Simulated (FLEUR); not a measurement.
# MgO (Fm-3m) in FLEUR: settings compared, part 2 of 2

FLEUR MaX-R8.1 (later development tree). The steps go on from the part before.

## Step 3: Equation of state, PBEsol, 8.67 Å³/atom (volume scaled by 0.94)

Changes to inp.xml since step 2:

```diff
@@ -6,9 +6,6 @@
    <calculationSetup>
-      <cutoffs Kmax="4.97" Gmax="15.4" GmaxXC="15.4" numbands="0"/>
-      <scfLoop itmax="80" minDistance="0.0001" maxIterBroyd="30" imix="Anderson" alpha="0.05" precondParam="0.0" spinf="2.0" sdNocoIR="T"/>
-      <coreElectrons ctail="F" frcor="F" kcrel="0" coretail_lmax="0"/>
-      <xcFunctional name="LibXC" relativisticCorrections="F">
-         <LibXCName exchange="mgga_x_r2scan" correlation="mgga_c_r2scan"/>
-         <AuxGGA exchange="117" correlation="130"/>
-      </xcFunctional>
+      <cutoffs Kmax="5.13" Gmax="15.9" GmaxXC="15.9" numbands="0"/>
+      <scfLoop itmax="60" minDistance="0.00001" maxIterBroyd="15" imix="Anderson" alpha="0.05" precondParam="0.0" spinf="2.0" sdNocoIR="T"/>
+      <coreElectrons ctail="T" frcor="F" kcrel="0" coretail_lmax="0"/>
+      <xcFunctional name="PBEs" relativisticCorrections="F"/>
       <magnetism jspins="1"/>
@@ -27,3 +24,3 @@
       <xi:include xmlns:xi="http://www.w3.org/2001/XInclude" href="sym.xml"> </xi:include>
-      <bulkLattice scale="1.0">
+      <bulkLattice scale="0.9795861087">
          <bravaisMatrix>
@@ -37,3 +34,3 @@
       <species name="Magnesium (Mg)" element="Mg" atomicNumber="12">
-         <mtSphere radius="1.97" gridPoints="651" logIncrement="0.017"/>
+         <mtSphere radius="1.91" gridPoints="651" logIncrement="0.017"/>
          <atomicCutoffs lmax="8" lnonsphr="8"/>
@@ -51,3 +48,3 @@
       <species name="Oxygen (O)" element="O" atomicNumber="8">
-         <mtSphere radius="1.7" gridPoints="563" logIncrement="0.019"/>
+         <mtSphere radius="1.65" gridPoints="563" logIncrement="0.019"/>
          <atomicCutoffs lmax="8" lnonsphr="8"/>
```

Potentials or basis: all-electron, FLAPW.

Run with:

```
inpgen -f crystal.txt -profile fastHighL
# inp.xml edited to the form shown
fleur_MPI
```

Wall time 31 s (1 thread of Intel Xeon Platinum 8375C at 2.90GHz (Ice Lake), shared host); peak memory 0.06 GiB.

It converged, with:

```yaml
Free_energy: -7484.3573 eV
Band_gap_on_the_k_mesh: 5.39 eV, direct
Valence_electrons_inside_the_program's_atomic_spheres: Mg 8.35; O 5.42 (radii Mg 1.91, O 1.65 bohr)
```

## Step 4: Equation of state, PBEsol, 8.85 Å³/atom (volume scaled by 0.96)

Changes to inp.xml since step 3:

```diff
@@ -24,3 +24,3 @@
       <xi:include xmlns:xi="http://www.w3.org/2001/XInclude" href="sym.xml"> </xi:include>
-      <bulkLattice scale="0.9795861087">
+      <bulkLattice scale="0.9864848297">
          <bravaisMatrix>
```

Run with:

```
inpgen -f crystal.txt -profile fastHighL
# inp.xml edited to the form shown
fleur_MPI
```

It took 31 s on 1 thread of Intel Xeon Platinum 8375C at 2.90GHz (Ice Lake), shared host; peak memory 0.06 GiB.

It converged, with:

- Free energy: -7484.3847 eV
- Band gap on the k mesh: 5.17 eV, direct
- Valence electrons inside the program's atomic spheres: Mg 8.34; O 5.41 (radii Mg 1.91, O 1.65 bohr)

## Step 5: Equation of state, PBEsol, 9.04 Å³/atom (volume scaled by 0.98)

Changes to inp.xml since step 4:

```diff
@@ -24,3 +24,3 @@
       <xi:include xmlns:xi="http://www.w3.org/2001/XInclude" href="sym.xml"> </xi:include>
-      <bulkLattice scale="0.9864848297">
+      <bulkLattice scale="0.9932883884">
          <bravaisMatrix>
```

Run with:

```
inpgen -f crystal.txt -profile fastHighL
# inp.xml edited to the form shown
fleur_MPI
```

Wall time 32 s (1 thread of Intel Xeon Platinum 8375C at 2.90GHz (Ice Lake), shared host); peak memory 0.06 GiB.

It converged, with:

```yaml
Free_energy: -7484.4027 eV
Band_gap_on_the_k_mesh: 4.96 eV, direct
Valence_electrons_inside_the_program's_atomic_spheres: Mg 8.32; O 5.40 (radii Mg 1.91, O 1.65 bohr)
```

## Step 6: Equation of state, PBEsol, 9.22 Å³/atom

Changes to inp.xml since step 5:

```diff
@@ -24,3 +24,3 @@
       <xi:include xmlns:xi="http://www.w3.org/2001/XInclude" href="sym.xml"> </xi:include>
-      <bulkLattice scale="0.9932883884">
+      <bulkLattice scale="1.0000000000">
          <bravaisMatrix>
```

Potentials or basis: all-electron, FLAPW.

Run with:

```
inpgen -f crystal.txt -profile fastHighL
# inp.xml edited to the form shown
fleur_MPI
```

It took 30 s on 1 thread of Intel Xeon Platinum 8375C at 2.90GHz (Ice Lake), shared host; peak memory 0.05 GiB.

The run converged. Its results:

* Free energy: -7484.4122 eV
* Band gap on the k mesh: 4.76 eV, direct
* Valence electrons inside the program's atomic spheres: Mg 8.31; O 5.38 (radii Mg 1.91, O 1.65 bohr)

## Step 7: Equation of state, PBEsol, 9.41 Å³/atom (volume scaled by 1.02)

Changes to inp.xml since step 6:

```diff
@@ -24,3 +24,3 @@
       <xi:include xmlns:xi="http://www.w3.org/2001/XInclude" href="sym.xml"> </xi:include>
-      <bulkLattice scale="1.0000000000">
+      <bulkLattice scale="1.0066227096">
          <bravaisMatrix>
```

Run with:

```
inpgen -f crystal.txt -profile fastHighL
# inp.xml edited to the form shown
fleur_MPI
```

Wall time 35 s (1 thread of Intel Xeon Platinum 8375C at 2.90GHz (Ice Lake), shared host); peak memory 0.06 GiB.

It converged, with:

```
Free energy                                           : -7484.4141 eV
Band gap on the k mesh                                : 4.57 eV, direct
Valence electrons inside the program's atomic spheres : Mg 8.30; O 5.37 (radii Mg 1.91, O 1.65 bohr)
```

## Step 8: Equation of state, PBEsol, 9.59 Å³/atom (volume scaled by 1.04)

Changes to inp.xml since step 7:

```diff
@@ -24,3 +24,3 @@
       <xi:include xmlns:xi="http://www.w3.org/2001/XInclude" href="sym.xml"> </xi:include>
-      <bulkLattice scale="1.0066227096">
+      <bulkLattice scale="1.0131594038">
          <bravaisMatrix>
```

Run with:

```
inpgen -f crystal.txt -profile fastHighL
# inp.xml edited to the form shown
fleur_MPI
```

Run time: 35 s. Hardware: 1 thread of Intel Xeon Platinum 8375C at 2.90GHz (Ice Lake), shared host; peak memory 0.06 GiB.

It converged, with:

```
Free energy                                           : -7484.4089 eV
Band gap on the k mesh                                : 4.39 eV, direct
Valence electrons inside the program's atomic spheres : Mg 8.28; O 5.36 (radii Mg 1.91, O 1.65 bohr)
```

## Step 9: Equation of state, PBEsol, 9.77 Å³/atom (volume scaled by 1.06)

Changes to inp.xml since step 8:

```diff
@@ -24,3 +24,3 @@
       <xi:include xmlns:xi="http://www.w3.org/2001/XInclude" href="sym.xml"> </xi:include>
-      <bulkLattice scale="1.0131594038">
+      <bulkLattice scale="1.0196128224">
          <bravaisMatrix>
```

Potentials or basis: all-electron, FLAPW.

Run with:

```
inpgen -f crystal.txt -profile fastHighL
# inp.xml edited to the form shown
fleur_MPI
```

It took 39 s on 1 thread of Intel Xeon Platinum 8375C at 2.90GHz (Ice Lake), shared host; peak memory 0.06 GiB.

It converged, with:

```yaml
Free_energy: -7484.3975 eV
Band_gap_on_the_k_mesh: 4.21 eV, direct
Valence_electrons_inside_the_program's_atomic_spheres: Mg 8.27; O 5.35 (radii Mg 1.91, O 1.65 bohr)
```

## Step 10: Equation of state, PBEsol

No new run: the results of the series are fitted here.

What came out:

| Quantity | Value |
| --- | --- |
| Equilibrium volume | 9.36 Å³/atom |
| Bulk modulus | 157 GPa |
| Pressure derivative of the bulk modulus | 4.0 |

Energy against volume, from the lowest point:
| volume (Å³/atom) | energy (meV/atom) |
| --- | --- |
| 8.668 | 28.39 |
| 8.853 | 14.70 |
| 9.037 | 5.67 |
| 9.221 | 0.91 |
| 9.406 | 0.00 |
| 9.590 | 2.57 |
| 9.775 | 8.28 |

## Step 11: Comparison with measurements

Step 2. A measured gap of MgO is 7.83 eV (quoted in “Electronic structure of alkaline earth and post-transition metal oxides”, 2009, arxiv:0908.1581); the calculated 5.74 eV misses it by -2.09 eV. The value is that of r2SCAN, without temperature or zero-point motion. The cell is a database's relaxed one, not the measured one, which moves gaps too.
